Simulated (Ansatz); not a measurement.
## SnTe under changes of volume

One of the cells (47.091 Å³/atom); the others are scaled copies at fixed shape and fractional positions:

```xyz
2
Lattice="0.0000 3.6111 3.6111 3.6111 0.0000 3.6111 3.6111 3.6111 0.0000" Properties=species:S:1:pos:R:3 pbc="T T T"
Te    1.8056    1.8056    1.8056
Sn    0.0000    0.0000    0.0000
```

Measurements of this composition are mostly on another form, of space group No. 225.

- Program: Ansatz 0.2.0
- Functional: HSE06
- Potentials or basis: Ansatz PAW
- Cutoff: 420 eV (not typed: the program's choice for these potentials)
- k mesh: 4 × 4 × 4
- Occupations: fermi-dirac, width 0.05 eV
- Spin: no spin polarisation

```tsv
volume (Å³/atom)	energy over the lowest point (meV/atom)	pressure (GPa)
44.265	5.73	0.9
45.207	?	?
46.149	0.00	-0.1
47.091	1.92	-0.6
48.033	6.66	-1.1
48.974	14.01	-1.5
49.916	23.71	-1.8
```

Q: What does the run at 45.207 Å³/atom give?

A: Energy over the lowest point 1.22 meV/atom; pressure 0.4 GPa.

Worked out: A Birch-Murnaghan fit of order 3 (a polynomial in V^(-2/3)) to the other rows has its minimum at 46.02 Å³/atom with B0 = V·E''(V) = 26 GPa and B' = 3.3. It gives 1.17 meV/atom at 45.207 Å³/atom, against the run's 1.22, and -dE/dV = 0.5 GPa, against 0.4.

Energies are extrapolated to zero smearing.

Caveats: some runs use coarse meshes; the PAW data sets come from PBE, with cores solved anew for the run's functional, which leaves a small shift of forces and pressure; the thresholds are loose for stress.
